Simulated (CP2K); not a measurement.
# BeTe under changes of volume

One of the cells (19.256 Å³/atom); the others are scaled copies at fixed shape and fractional positions:

```
CELL_PARAMETERS angstrom
3.79053 0.00000 0.00000
1.89527 3.28270 0.00000
1.89527 1.09423 3.09496
ATOMIC_POSITIONS crystal
Be 0.50000 0.50000 0.50000
Te 0.00000 0.00000 0.00000
```

The cell was built by a generator and needn't be a form met in nature.

```yaml
Program: CP2K 2026.2
Functional: LDA
Potentials_or_basis: GTH_POTENTIALS Be GTH-PADE-q4, Te GTH-PADE-q6; TZVP-MOLOPT-PBE-GTH basis
Density_cutoff: 11565 eV
k_mesh: 9 × 9 × 9
Occupations: fermi-dirac, width 0.0259 eV
Spin: no spin polarisation
```

```csv
volume (Å³/atom),energy over the lowest point (meV/atom),pressure (GPa)
18.100,?,?
18.485,0.00,0.5
18.870,0.56,-1.0
19.256,4.57,-2.3
19.641,11.67,-3.6
20.026,21.57,-4.7
20.411,33.96,-5.6
```

Task: What does the run at 18.100 Å³/atom give?

Result: Energy over the lowest point 3.26 meV/atom; pressure 2.2 GPa.

Worked out: A Birch-Murnaghan fit of order 3 (a polynomial in V^(-2/3)) to the other rows has its minimum at 18.62 Å³/atom with B0 = V·E''(V) = 74 GPa and B' = 4.1. It gives 3.27 meV/atom at 18.100 Å³/atom, against the run's 3.26, and -dE/dV = 2.2 GPa, against 2.2.

Energies are extrapolated to zero smearing.

Caveats: the basis of atomic orbitals isn't converged, which shifts pressures, moduli and gaps.
